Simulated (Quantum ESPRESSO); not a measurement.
**CuO under changes of volume**

One of the cells (11.053 Å³/atom); the others are scaled copies at fixed shape and fractional positions:

```
CELL_PARAMETERS angstrom
1.99097 -2.15355 0.00000
1.99097 2.15355 0.00000
0.00000 0.00000 5.15593
ATOMIC_POSITIONS crystal
Cu 0.50000 0.00000 0.00000
Cu 0.00000 0.50000 0.50000
O 0.50000 0.50000 0.25000
O 0.50000 0.50000 0.75000
```

Measurements of this composition are mostly on another form, of space group No. 15.

* Program: Quantum ESPRESSO 7.5
* Functional: PBE
* Potentials or basis: SSSP 1.3 efficiency PBE
* Cutoff: 748 eV
* Density cutoff: 5987 eV
* k mesh: 9 × 9 × 5
* Occupations: fermi-dirac, width 0.05 eV
* Spin: no spin polarisation

```csv
volume (Å³/atom),energy over the lowest point (meV/atom),pressure (GPa)
10.390,29.19,12.6
10.611,14.16,8.4
10.832,4.66,4.6
11.053,0.12,1.2
11.274,0.00,-1.8
11.496,3.82,-4.5
11.717,?,?
```

What does the run at 11.717 Å³/atom give?

Energy over the lowest point 11.18 meV/atom; pressure -6.9 GPa.

Worked out: A Birch-Murnaghan fit of order 3 (a polynomial in V^(-2/3)) to the other rows has its minimum at 11.17 Å³/atom with B0 = V·E''(V) = 152 GPa and B' = 4.8 at fixed shape and positions, which overstates the stiffness. It gives 11.15 meV/atom at 11.717 Å³/atom, against the run's 11.18, and -dE/dV = -6.5 GPa, against -6.9.

Energies are extrapolated to zero smearing.

Caveats: the run has no spin polarisation, though such a crystal can be magnetic.
